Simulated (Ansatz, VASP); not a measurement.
**Bi: VASP beside Ansatz**

Contents of INCAR:

```
ALGO     = Normal         # electronic algorithm
EDIFF    = 1E-7           # SCF threshold, eV
ENCUT    = 520            # plane-wave cutoff, eV
GGA      = PE             # functional
ISIF     = 2              # what is computed and relaxed
ISMEAR   = -1             # smearing method
LASPH    = T              # aspherical terms in the spheres
LCHARG   = F              # write CHGCAR
LREAL    = F              # projectors in reciprocal space
LWAVE    = F              # write WAVECAR
NBANDS   = 14             # bands
NELM     = 60             # most SCF steps
PREC     = Accurate       # precision mode
SIGMA    = 0.05           # smearing width, eV
```

The input KPOINTS:

```
k-points
0
Gamma
  9 9 9
```

POSCAR

```
Bi
1.0
   -1.9814305318      1.9814305318      1.9814305318
    1.9814305318     -1.9814305318      1.9814305318
    1.9814305318      1.9814305318     -1.9814305318
Bi
1
Direct
    0.0000000000      0.0000000000      0.0000000000
```

Contents of input.yaml:

```yaml
crystal:
  lattice:
    - [-1.9814305318, 1.9814305318, 1.9814305318]
    - [1.9814305318, -1.9814305318, 1.9814305318]
    - [1.9814305318, 1.9814305318, -1.9814305318]
  atoms:
    - { symbol: Bi, position: [0.0, 0.0, 0.0] }
hamiltonian:
  xc: pbe
  pseudopotentials: { kind: paw }
kpoints:
  mp_grid: { grid: [9, 9, 9] }
scf:
  occupations: { method: fermi_dirac, width: 0.05 }
output:
  forces: true
  stress: true
  eigenvalues: true
```

This isn't the form of Bi at room conditions, which is rhombohedral.

Alike in both runs: task single point; functional PBE; k mesh 9 × 9 × 9; occupations fermi-dirac, width 0.05 eV; no spin polarisation.

```csv
,VASP,Ansatz
version,VASP 6.6.1,Ansatz 0.2.0
potentials or method,"VASP PAW PBE potentials, release 64 (Bi_d)",Ansatz PAW
plane-wave cutoff (eV),520,420
valence electrons in the cell,15,15
```

Ansatz gave:

* gap on the k mesh at the Fermi level (eV): none
* pressure (GPa): 0.9

What did VASP give for the same quantities?

gap on the k mesh at the Fermi level (eV): none; pressure (GPa): 0.8.

A gap of «none» marks a metal or a gap that the smearing closes.

Caveats: spin-orbit coupling is left out, which moves the levels of the heavy elements.
